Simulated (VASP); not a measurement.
# MnS (Fm-3m) in VASP: further runs, part 2 of 2

VASP 6.6.1.

### Step 9. Equation of state, PBEsol, collinear spin, ferromagnetic start, 16.61 Å³/atom (volume scaled by 0.94)

Input file INCAR:

```
SYSTEM = MnS
PREC = Accurate
ENCUT = 520
EDIFF = 1E-7
ISMEAR = -1
SIGMA = 0.05
LREAL = .False.
LASPH = .True.
NELM = 100
ALGO = Normal
ISIF = 2
LWAVE = .False.
LCHARG = .False.
ISPIN = 2
MAGMOM = 4 0
LORBIT = 11
LMAXMIX = 4
GGA = PS
NBANDS = 20
```

Input file KPOINTS:

```
Automatic mesh
0
Gamma
  9 9 9
  0 0 0
```

Input file POSCAR:

```
MnS
1.0
    0.0000000000      2.5513320201      2.5513320201
    2.5513320201      0.0000000000      2.5513320201
    2.5513320201      2.5513320201      0.0000000000
Mn S
1 1
Direct
    0.0000000000      0.0000000000      0.0000000000
    0.5000000000      0.5000000000      0.5000000000
```

Potentials or basis: VASP PAW PBE potentials, release 64 (Mn_pv, S).

On the command line:

```console
cat potpaw_PBE.64/Mn_pv/POTCAR potpaw_PBE.64/S/POTCAR > POTCAR
mpirun -np 1 vasp_std > vasp.out
```

Wall time 26 s (1 thread of Intel Xeon 6975P-C (Granite Rapids), shared host); peak memory 0.19 GiB.

It converged, with:

| Quantity | Value |
| --- | --- |
| Free energy | -14.9348 eV |
| Pressure | -4.6 GPa |
| Band gap on the k mesh | none (metal or under the smearing width) |
| Net moment | 4.50 μB per cell |
| Site moments | Mn +4.09; S +0.09 μB |
| Valence electrons inside the program's atomic spheres | Mn 11.38; S 3.70 |

Caveat: the PAW data sets were made with another functional, which shifts forces and pressure a little; a cell with one magnetic atom can't hold antiferromagnetic order, which such compounds often take; semilocal functionals often make such compounds metallic where correlation or magnetic order opens a gap, which also shifts bond lengths.

### Step 10. Equation of state, PBEsol, collinear spin, ferromagnetic start, 16.96 Å³/atom (volume scaled by 0.96)

INCAR is that of step 9.

KPOINTS is that of step 9.

Input file POSCAR:

```
MnS
1.0
    0.0000000000      2.5692997390      2.5692997390
    2.5692997390      0.0000000000      2.5692997390
    2.5692997390      2.5692997390      0.0000000000
Mn S
1 1
Direct
    0.0000000000      0.0000000000      0.0000000000
    0.5000000000      0.5000000000      0.5000000000
```

On the command line:

```console
cat potpaw_PBE.64/Mn_pv/POTCAR potpaw_PBE.64/S/POTCAR > POTCAR
mpirun -np 1 vasp_std > vasp.out
```

Wall time 27 s (1 thread of Intel Xeon 6975P-C (Granite Rapids), shared host); peak memory 0.19 GiB.

Results (log left out):

```yaml
Free_energy: -14.9128 eV
Pressure: -5.4 GPa
Band_gap_on_the_k_mesh: none (metal or under the smearing width)
Net_moment: 4.58 μB per cell
Site_moments: Mn +4.15; S +0.09 μB
Valence_electrons_inside_the_program's_atomic_spheres: Mn 11.35; S 3.70
```

Caveat: the PAW data sets were made with another functional, which shifts forces and pressure a little; a cell with one magnetic atom can't hold antiferromagnetic order, which such compounds often take; semilocal functionals often make such compounds metallic where correlation or magnetic order opens a gap, which also shifts bond lengths.

### Step 11. Equation of state, PBEsol, collinear spin, ferromagnetic start, 17.31 Å³/atom (volume scaled by 0.98)

INCAR is that of step 10.

KPOINTS is that of step 10.

Input file POSCAR:

```
MnS
1.0
    0.0000000000      2.5870196075      2.5870196075
    2.5870196075      0.0000000000      2.5870196075
    2.5870196075      2.5870196075      0.0000000000
Mn S
1 1
Direct
    0.0000000000      0.0000000000      0.0000000000
    0.5000000000      0.5000000000      0.5000000000
```

On the command line:

```console
cat potpaw_PBE.64/Mn_pv/POTCAR potpaw_PBE.64/S/POTCAR > POTCAR
mpirun -np 1 vasp_std > vasp.out
```

Wall time 26 s (1 thread of Intel Xeon 6975P-C (Granite Rapids), shared host); peak memory 0.19 GiB.

The run converged. Its results:

```yaml
Free_energy: -14.8873 eV
Pressure: -6.3 GPa
Band_gap_on_the_k_mesh: none (metal or under the smearing width)
Net_moment: 4.64 μB per cell
Site_moments: Mn +4.19; S +0.10 μB
Valence_electrons_inside_the_program's_atomic_spheres: Mn 11.33; S 3.70
```

Caveat: the PAW data sets were made with another functional, which shifts forces and pressure a little; a cell with one magnetic atom can't hold antiferromagnetic order, which such compounds often take; semilocal functionals often make such compounds metallic where correlation or magnetic order opens a gap, which also shifts bond lengths.

### Step 12. Equation of state, PBEsol, collinear spin, ferromagnetic start, 18.02 Å³/atom (volume scaled by 1.02)

INCAR is that of step 11.

KPOINTS is that of step 11.

Input file POSCAR:

```
MnS
1.0
    0.0000000000      2.6217488470      2.6217488470
    2.6217488470      0.0000000000      2.6217488470
    2.6217488470      2.6217488470      0.0000000000
Mn S
1 1
Direct
    0.0000000000      0.0000000000      0.0000000000
    0.5000000000      0.5000000000      0.5000000000
```

Potentials or basis: VASP PAW PBE potentials, release 64 (Mn_pv, S).

On the command line:

```console
cat potpaw_PBE.64/Mn_pv/POTCAR potpaw_PBE.64/S/POTCAR > POTCAR
mpirun -np 1 vasp_std > vasp.out
```

It took 24 s on 1 thread of Intel Xeon 6975P-C (Granite Rapids), shared host; peak memory 0.19 GiB.

The run converged. Its results:

| Quantity | Value |
| --- | --- |
| Free energy | -14.8246 eV |
| Pressure | -8.0 GPa |
| Band gap on the k mesh | none (metal or under the smearing width) |
| Net moment | 4.73 μB per cell |
| Site moments | Mn +4.26; S +0.10 μB |
| Valence electrons inside the program's atomic spheres | Mn 11.29; S 3.69 |

Caveat: the PAW data sets were made with another functional, which shifts forces and pressure a little; a cell with one magnetic atom can't hold antiferromagnetic order, which such compounds often take; semilocal functionals often make such compounds metallic where correlation or magnetic order opens a gap, which also shifts bond lengths.

### Step 13. Equation of state, PBEsol, collinear spin, ferromagnetic start, 18.37 Å³/atom (volume scaled by 1.04)

INCAR is that of step 12.

KPOINTS is that of step 12.

Input file POSCAR:

```
MnS
1.0
    0.0000000000      2.6387736672      2.6387736672
    2.6387736672      0.0000000000      2.6387736672
    2.6387736672      2.6387736672      0.0000000000
Mn S
1 1
Direct
    0.0000000000      0.0000000000      0.0000000000
    0.5000000000      0.5000000000      0.5000000000
```

On the command line:

```console
cat potpaw_PBE.64/Mn_pv/POTCAR potpaw_PBE.64/S/POTCAR > POTCAR
mpirun -np 1 vasp_std > vasp.out
```

It took 24 s on 1 thread of Intel Xeon 6975P-C (Granite Rapids), shared host; peak memory 0.19 GiB.

The run converged. Its results:

| Property | Result |
| --- | --- |
| Free energy | -14.7879 eV |
| Pressure | -8.7 GPa |
| Band gap on the k mesh | none (metal or under the smearing width) |
| Net moment | 4.77 μB per cell |
| Site moments | Mn +4.29; S +0.10 μB |
| Valence electrons inside the program's atomic spheres | Mn 11.28; S 3.68 |

Caveat: the PAW data sets were made with another functional, which shifts forces and pressure a little; a cell with one magnetic atom can't hold antiferromagnetic order, which such compounds often take; semilocal functionals often make such compounds metallic where correlation or magnetic order opens a gap, which also shifts bond lengths.

### Step 14. Equation of state, PBEsol, collinear spin, ferromagnetic start, 18.73 Å³/atom (volume scaled by 1.06)

INCAR is that of step 13.

KPOINTS is that of step 13.

Input file POSCAR:

```
MnS
1.0
    0.0000000000      2.6555815960      2.6555815960
    2.6555815960      0.0000000000      2.6555815960
    2.6555815960      2.6555815960      0.0000000000
Mn S
1 1
Direct
    0.0000000000      0.0000000000      0.0000000000
    0.5000000000      0.5000000000      0.5000000000
```

On the command line:

```console
cat potpaw_PBE.64/Mn_pv/POTCAR potpaw_PBE.64/S/POTCAR > POTCAR
mpirun -np 1 vasp_std > vasp.out
```

Run time: 24 s. Hardware: 1 thread of Intel Xeon 6975P-C (Granite Rapids), shared host; peak memory 0.19 GiB.

Results (log left out):

```
Free energy                                           : -14.7482 eV
Pressure                                              : -9.4 GPa
Band gap on the k mesh                                : none (metal or under the smearing width)
Net moment                                            : 4.81 μB per cell
Site moments                                          : Mn +4.32; S +0.11 μB
Valence electrons inside the program's atomic spheres : Mn 11.26; S 3.68
```

Caveat: the PAW data sets were made with another functional, which shifts forces and pressure a little; a cell with one magnetic atom can't hold antiferromagnetic order, which such compounds often take; semilocal functionals often make such compounds metallic where correlation or magnetic order opens a gap, which also shifts bond lengths.

### Step 15. Equation of state, PBEsol, collinear spin, ferromagnetic start

Potentials or basis: VASP PAW PBE potentials, release 64 (Mn_pv, S).

No new run: the results of the series are fitted here.

Results:

```yaml
Equilibrium_volume: "14.99 Å³/atom (rough: see the caveat)"
Bulk_modulus: 43 GPa (rough)
```

Energy against volume, from the lowest point:
```csv
volume (Å³/atom),energy (meV/atom)
16.607,0.00
16.961,10.96
17.314,23.75
17.667,38.48
18.021,55.10
18.374,73.42
18.727,93.30
```

Caveat: the fit is doubtful: noisy points or a state that changes with volume; the minimum lies outside the volumes run; the PAW data sets were made with another functional, which shifts forces and pressure a little.
